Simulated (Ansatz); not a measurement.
## RbBr: where the heat goes in a short trajectory

Computed with DFT PBE, scalar-relativistic, plane waves, PAW (Ansatz). Cutoff 420 eV, Γ-centred 1×1×1 k-points, Fermi–Dirac smearing of 0.069 eV. The mesh is coarse. No spin polarisation.

16 atoms start on the lattice sites below (V = 657.1 Å³, 1.02 times the source cell's; static pressure 0.97 GPa, largest force component 0.00 eV/Å) with velocities drawn for 800 K; Langevin thermostat aiming at the same temperature, fixed cell, 79 steps of 6 fs.

```
Rb Br
1.0
     0.00000    6.90040   -6.90040
    -6.90040    0.00000   -6.90040
    -6.90040    6.90040    0.00000
Rb Br
8 8
Direct
  0.50000 0.50000 0.00000
  0.00000 0.50000 0.00000
  0.50000 0.00000 0.00000
  0.00000 0.00000 0.00000
  0.50000 0.50000 0.50000
  0.00000 0.50000 0.50000
  0.50000 0.00000 0.50000
  0.00000 0.00000 0.50000
  0.75000 0.75000 0.25000
  0.25000 0.75000 0.25000
  0.75000 0.25000 0.25000
  0.25000 0.25000 0.25000
  0.75000 0.75000 0.75000
  0.25000 0.75000 0.75000
  0.75000 0.25000 0.75000
  0.25000 0.25000 0.75000
```

| t (fs) | T (K) | kinetic energy (meV/atom) | potential energy over the first frame (meV/atom) | P with the kinetic part (GPa) |
| --- | --- | --- | --- | --- |
| 0.0 | 750 | 96.9 | 0.0 | 1.23 |
| 30.0 | 849 | 109.7 | 12.5 | 1.41 |
| 60.0 | 620 | 80.2 | 41.0 | 1.60 |
| 90.0 | 902 | 116.6 | 76.4 | 2.06 |
| 120.0 | 810 | 104.6 | 77.8 | 1.96 |
| 150.0 | 1135 | 146.7 | 86.0 | 2.07 |
| 180.0 | 670 | 86.6 | 107.4 | 2.07 |
| 210.0 | 631 | 81.6 | 114.0 | 2.02 |
| 240.0 | 657 | 85.0 | 113.4 | 1.99 |
| 270.0 | 534 | 69.0 | 118.8 | 2.01 |
| 300.0 | 800 | 103.4 | 112.8 | 2.07 |
| 330.0 | 834 | 107.8 | 96.0 | 1.90 |
| 360.0 | 731 | 94.5 | 85.6 | 1.77 |
| 390.0 | 934 | 120.8 | 83.5 | 1.88 |
| 420.0 | 561 | 72.5 | 97.0 | 1.92 |
| 450.0 | 919 | 118.8 | 93.6 | 1.91 |

T counts 3N degrees of freedom. Means over every step of the second half, not only the rows shown: T = 750 K, kinetic energy 96.9 meV/atom, potential energy 99.1 meV/atom, P = 1.92 GPa.

Problem. Does the potential energy follow equipartition for harmonic vibrations?

Solution. In a harmonic crystal each vibration holds as much potential as kinetic energy on average; T is counted on all 3N degrees of freedom here, and the thermostat also drives the centre of mass, which has no potential energy, so the share is (N − 1)/N of the kinetic energy, 90.9 meV/atom. The run has 99.1, a ratio of 1.09. That is near one, as for a crystal vibrating about its sites. The time step adds a little: a Verlet scheme lowers a mode's mean kinetic energy against its potential energy by the factor 1 − (ωΔt)²/4. So short a run gives a rough mean.

Problem. Split the rise of pressure into the kinetic part and the rest. Can a thermal Grüneisen parameter be estimated?

Solution. The program counts the kinetic part as N k_B T/V = 0.25 GPa. The pressure lies 0.94 GPa over the static one in all, so the forces add 0.69 GPa. For a harmonic mode with ω ∝ V^(−γ) and an amplitude that scales with the cell, the forces add (2γ − 2/3)U/V, which needs no equipartition; when U equals the kinetic energy K, this and the kinetic part 2K/(3V) sum to the Mie–Grüneisen γE_th/V. With U = N × 99.1 meV, γ = 1/3 + V ΔP_forces/(2U) = 1.23, for harmonic vibrations a mean over the modes weighted by their potential energy, for uniform scaling of the cell (in a layered or otherwise anisotropic crystal this differs from γ under hydrostatic pressure). Most solids fall between 1 and 3, and tetrahedral, framework and layered ones often lower; anharmonic motion and pressure swings in a cell of 16 atoms make this value uncertain by tenths or more.